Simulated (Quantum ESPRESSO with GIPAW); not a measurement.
# 29Si and 15N NMR of Si3N4, calculated, part 2 of 2

Wanted: NMR shieldings for each site of Si3N4.

Quantum ESPRESSO with GIPAW; PBEsol.

So far. Step 3 (Shieldings): An axis of order three or more runs through Si and N, so two principal values coincide and the skew is ±1. In this run the largest span is that of N (site symmetry 3), with principal values 92.6, 92.6 and 140.1 ppm.

### Step 4. From shieldings to shifts

Covalently bonded atoms count as neighbours within 1.18 times the sum of their radii. Otherwise a cation's neighbours lie within 1.2 times its shortest bond (1.3 for large cations, each anion's radius taken off where they differ), and an anion's are the cations that count it.

| site | atom no. | atoms in cell | surroundings | bonds (Å) | σ_iso (ppm) |
| --- | --- | --- | --- | --- | --- |
| Si | 1 | 6 | SiN4 | 1.752 | 371.5 |
| N | 7 | 8 | bound to Si3 | 1.752 | 108.4 |

Simulated spectrum: 29Si static powder, 16.4 T (138.8 MHz), lines broadened by 0.8 ppm; the axis counts ppm from the isotropic position of Si, as −Δσ; rigid lattice, with dipolar and J couplings left out.

offset (ppm), intensity and a bar:
```
     12.8       0.00 
     11.7       0.00 
     10.6       0.01 
      9.6       0.03 #
      8.6       0.75 ######################
      8.3       1.00 ##############################
      7.6       0.65 ####################
      6.5       0.44 #############
      5.5       0.36 ###########
      4.5       0.31 #########
      3.4       0.27 ########
      2.4       0.25 #######
      1.4       0.23 #######
      0.3       0.21 ######
     -0.7       0.20 ######
     -1.7       0.19 ######
     -2.8       0.18 #####
     -3.8       0.17 #####
     -4.8       0.17 #####
     -5.8       0.16 #####
     -6.9       0.16 #####
     -7.9       0.15 #####
     -8.9       0.15 ####
    -10.0       0.14 ####
    -11.0       0.14 ####
    -12.0       0.14 ####
    -13.1       0.13 ####
    -14.1       0.13 ####
    -15.1       0.12 ####
    -16.2       0.12 ####
    -17.2       0.04 #
    -18.2       0.00 
    -19.2       0.00 
    -20.3       0.00 
    -21.3       0.00
```

Most prominent maxima (ppm: height): 8.3: 1.00.

### Step 5. Other settings and structures

Each row names what was changed: another mesh tests the sampling of the zone.

Changes of σ_iso (ppm) against the run above (PBEsol, cutoffs 55 and 340 Ry, mesh 4×4×4, 44 min). Times are CPU times of pw.x and gipaw.x together, on 4 MPI ranks of Arm Neoverse N1, shared host; on a shared host they are rough.

| run | CPU time | f-sum miss | Si | N |
| --- | --- | --- | --- | --- |
| mesh 5×5×5 | 57 min | 0.0025 | -0.2 | +0.4 |

### Step 6. A run with a fault

One more run, with a slip of the kind that is easily made.

The input, scf.in:

```
&control
  calculation = 'scf'
  prefix = 'x'
  outdir = './tmp/'
  pseudo_dir = './'
/
&system
  ibrav = 0
  nat = 14
  ntyp = 2
  ecutwfc = 25
  ecutrho = 300
  nbnd = 32
/
&electrons
  conv_thr = 1.0d-10
  mixing_beta = 0.7
  electron_maxstep = 100
/
ATOMIC_SPECIES
  Si 28.085 Si.pbesol-n-kjpaw_psl.1.0.0-gipaw.UPF
  N 14.007 N.pbesol-n-kjpaw_psl.1.0.0-gipaw.UPF
CELL_PARAMETERS angstrom
  -3.23735000 3.23735000 3.23735000
  3.23735000 -3.23735000 3.23735000
  3.23735000 3.23735000 -3.23735000
ATOMIC_POSITIONS crystal
  Si 0.37500000 0.62500000 0.75000000
  Si 0.12500000 0.87500000 0.25000000
  Si 0.62500000 0.75000000 0.37500000
  Si 0.75000000 0.37500000 0.62500000
  Si 0.87500000 0.25000000 0.12500000
  Si 0.25000000 0.12500000 0.87500000
  N 0.50000000 -0.00000000 0.43720000
  N -0.00000000 0.93720000 0.50000000
  N 0.06280000 0.06280000 0.06280000
  N 0.93720000 0.50000000 0.00000000
  N -0.00000000 0.43720000 0.50000000
  N 0.50000000 -0.00000000 0.93720000
  N 0.43720000 0.50000000 0.00000000
  N 0.56280000 0.56280000 0.56280000
K_POINTS automatic
  4 4 4 0 0 0
```

Launch:

```console
$ mpirun -np 4 pw.x -nk 4 -in scf.in > scf.out
```

This SCF reached its threshold; then the response:

The input, nmr.in:

```
&inputgipaw
  job = 'nmr'
  prefix = 'x'
  tmp_dir = './tmp/'
  restart_mode = 'from_scratch'
  verbosity = 'low'
  q_gipaw = 0.01
  spline_ps = .true.
  conv_threshold = 1.0d-11
  use_nmr_macroscopic_shape = .false.
  pawproj(1) = .true.
  pawproj(2) = .true.
/
```

Launch:

```console
$ mpirun -np 4 gipaw.x -in nmr.in > nmr.out
```

Log:

```text
[banner, memory and clock lines left out]
[a note of our patched build left out]

     Parallelizing q-star over 1 images

     IMPORTANT: XC functional enforced from input :
     Exchange-correlation= PBESOL
                           (   1   4  10   8   0   0   0)
     Any further DFT definition will be discarded
     Please, verify this is what you really want

     In N.pbesol-n-kjpaw_psl.1.0.0-gipaw.UPF the largest augmentation function (projectors 1 and 4, L = 1) is 9.4 times
     as large as its charge; the limit is 4.5
     Functions over the limit replaced by smooth ones with the moment of the charge, as in the saved run: 2

     Check: negative core charge=   -0.000003
[...]
alpha_pv=     36.7127 eV

     spline_ps is .false., expect some extrapolation errors

     q-space interpolation up to    30.00 Rydberg

     GIPAW job: nmr
     NMR macroscopic correction: no
[...]
Computing the magnetic susceptibility     isolve=0    ethr=  0.1000E-10
     Starting from scratch
     k-point #    1 of     8      pool #  1    cpu time:       2.3
[...]
Atom  4  Si  pos: (  0.144338  0.577350  0.288675)  Total sigma:         372.57
[...]
Atom  5  Si  pos: ( -0.288675  0.433013  0.577350)  Total sigma:         372.57
[...]
Atom  6  Si  pos: (  0.433013  0.577350 -0.288675)  Total sigma:         372.57
[...]
Atom  7  N   pos: ( -0.036258  0.541093  0.036258)  Total sigma:         120.90
[...]
N       7    anisotropy:     44.49    eta:    0.0000
[...]
Atom  8  N   pos: (  0.829768 -0.252418  0.252418)  Total sigma:         120.90
[...]
Atom  9  N   pos: (  0.036258  0.036258  0.036258)  Total sigma:         120.90
[...]
Atom 10  N   pos: ( -0.252418  0.252418  0.829768)  Total sigma:         120.90
[...]
Atom 11  N   pos: (  0.541093  0.036258 -0.036258)  Total sigma:         120.90
[...]
Atom 12  N   pos: (  0.252418  0.829768 -0.252418)  Total sigma:         120.90
[...]
Atom 13  N   pos: (  0.036258 -0.036258  0.541093)  Total sigma:         120.90
[...]
Atom 14  N   pos: (  0.324933  0.324933  0.324933)  Total sigma:         120.90
[...]
```

Wall time 2.6 min (4 MPI ranks of Arm Neoverse N1, shared host); peak memory 0.43 GiB; 11 min of CPU time.

The run ends without an error, but the fault (a cutoff far too low) moves σ_iso of N by +12.5 ppm (both without the shape term); the f-sum rule is missed by 0.45 electrons. Its numbers are not to be used. The PAW projectors and the first-order states are not held by so few waves.

### Step 7. Outcome

```json
{
  "29Si shielding without shape term": "371.5 ppm",
  "15N shielding without shape term": "108.4 ppm"
}
```

What this shows: 29Si has one site (SiN4), with isotropic shielding 371.5 ppm (shape term left out). A shift needs a reference, δ = σ_ref − σ, fixed on measured compounds; for 29Si of this kind at this level too few were at hand, or they scattered too widely about a line, so none is given. Going to mesh 5×5×5 changes no isotropic shielding by more than 0.38 ppm, so the main run is converged in that respect. A higher cutoff was not carried through on these files. This build of gipaw.x prints that it is not audited and that its numbers are no references by themselves. It also reports spline_ps as false although the input sets it; why was not traced.

[Banner, clock, file and message-heading lines were taken out of the pw.x and gipaw.x logs.]

[Logs are printed without paths, hosts, clocks, repeated set-up lines and the standing remarks that a program may print on its own settings, such as how far it seeks lower states.]

[Hosts, paths, dates, database ids (printed as entryN), source tags and the programs' standing remarks are cut or masked in the printed files.]

[Where no reference line passes its bar on scatter, no shift is given, so a measured shift of this compound may stand uncompared.]
